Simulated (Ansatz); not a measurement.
Crystal: Ag.

```
Ag
1.0
     0.00000    2.04275    2.04275
     2.04275    0.00000    2.04275
     2.04275    2.04275    0.00000
Ag
1
Direct
  0.00000 0.00000 0.00000
```

Base run:

```yaml
Program: Ansatz 0.2.0
Functional: PBE
Potentials_or_basis: Ansatz PAW
Cutoff: 420 eV
Density_cutoff: 1680 eV
k_mesh: 11 × 11 × 11
Occupations: fermi-dirac, width 0.05 eV
Spin: no spin polarisation
```

Its results: band gap on the k mesh none (metal or under the smearing width); pressure 4.4 GPa.

**Question.** The run is repeated on the same cell with these changes: functional from PBE to PBEsol. What comes out?

**Answer.** Band gap on the k mesh none (metal or under the smearing width); pressure -2.9 GPa.

PBEsol binds more tightly than PBE, so the same cell stands under less pressure.

Caveats: the PAW data sets come from PBE, with cores solved anew for the run's functional, which leaves a small shift of forces and pressure (some runs).

Not every run made on this cell is shown here.
